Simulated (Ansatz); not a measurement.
```yaml
crystal:
  lattice:
    - [3.83384, 0.00000, 0.00000]
    - [0.00000, 3.83384, 0.00000]
    - [0.00000, 0.00000, 3.83384]
  atoms:
    - { symbol: Ba, position: [0.00000, 0.00000, 0.00000] }
    - { symbol: Sn, position: [0.50000, 0.50000, 0.50000] }
    - { symbol: O, position: [0.00000, 0.50000, 0.50000] }
    - { symbol: O, position: [0.50000, 0.50000, 0.00000] }
    - { symbol: O, position: [0.50000, 0.00000, 0.50000] }
```

No spin polarisation.

Method: Ansatz (a quantum-chemistry and plane-wave program), r2SCAN, PAW, cutoff 500 eV, spin-orbit coupling left out. Settings: 8×8×8 k-points, 0.05 eV Fermi–Dirac smearing.

Q: Predict the smallest direct gap, gap character and electron mass.

A: The smallest direct gap is 5.24 eV. The gap character is indirect, R → Γ and the electron mass is 0.31 mₑ (at Γ).

Load acts through the strain it causes; cell and atoms are relaxed under it. Masses are band curvatures over ±0.01 Å⁻¹ around the edge. No phonon test of stability was made. Competing high-pressure phases were not computed. The cell was made from BaSnO3 in the cubic perovskite structure (space group Pm-3m, No. 221) by this change: pressure 60 GPa.
